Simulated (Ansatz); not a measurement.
# Rh: the cost of one run

Program: Ansatz 0.2.0. Level of theory: DFT PBE, scalar-relativistic, plane waves, PAW. These are calculated values, not measurements.

The COD entry's cell or inner coordinates are ideal or old and differ from later refinements, so a difference from it is no clean test against experiment.

2 further runs of the same task are left out: 2 set aside as unsound or not needed.

### 1 Starting point

It takes space group Fm-3m (No. 225, cubic). Conventional cell: a = 3.830 Å, b = 3.830 Å, c = 3.830 Å, α = 90.00°, β = 90.00°, γ = 90.00°. Rh (site symmetry m-3m) is surrounded by 12 Rh at 2.71 Å.

Coordinates:

```cif
data_structure
_symmetry_space_group_name_H-M 'P 1'
_symmetry_Int_Tables_number 1
_cell_length_a 2.7082
_cell_length_b 2.7082
_cell_length_c 2.7082
_cell_angle_alpha 60.000
_cell_angle_beta 60.000
_cell_angle_gamma 60.000
_cell_volume 14.05
loop_
_atom_site_label
_atom_site_type_symbol
_atom_site_fract_x
_atom_site_fract_y
_atom_site_fract_z
_atom_site_occupancy
Rh1 Rh 0.00000 0.00000 0.00000 1
```

It is the result of an earlier relaxation at this level (volume 14.05 Å³/atom; gap on the mesh: none (metal)).

### 2 The bulk in the plane's own cell

The same crystal, re-cut so that c stands normal to the (310) plane; its mesh matches that of the cells to come, so errors of the mesh cancel.

Input file input.yaml:

```yaml
crystal:
  lattice:
    - [3.8299780579, 0.0, 0.0]
    - [0.0, 6.0557270258, 0.0]
    - [0.0, 0.0, 6.0557270258]
  atoms:
    - { symbol: Rh, position: [0.0, 0.0, 0.0] }
    - { symbol: Rh, position: [0.0, 0.6, 0.2] }
    - { symbol: Rh, position: [0.0, 0.4, 0.8] }
    - { symbol: Rh, position: [0.5, 0.3, 0.1] }
    - { symbol: Rh, position: [0.5, 0.9, 0.3] }
    - { symbol: Rh, position: [0.5, 0.1, 0.7] }
    - { symbol: Rh, position: [0.5, 0.7, 0.9] }
    - { symbol: Rh, position: [0.5, 0.5, 0.5] }
    - { symbol: Rh, position: [0.0, 0.2, 0.4] }
    - { symbol: Rh, position: [0.0, 0.8, 0.6] }
basis:
  ecutwfc: 420
kpoints:
  mp_grid: { grid: [10, 6, 6] }
hamiltonian:
  xc: pbe
scf:
  occupations: { method: gaussian, width: 0.1 }
output:
  forces: true
  stress: true
  eigenvalues: true
```

Command:

```
$ ansatz run input.yaml --threads 4 --pin off --max-ram 11264MiB --backend cpu --events-out ev --progress --plain --runs-dir out
```

What time and memory should one allow on 4 threads of Intel Xeon 6975P-C (Granite Rapids), shared host?

About 8 s, with a peak of 1.1 GiB.
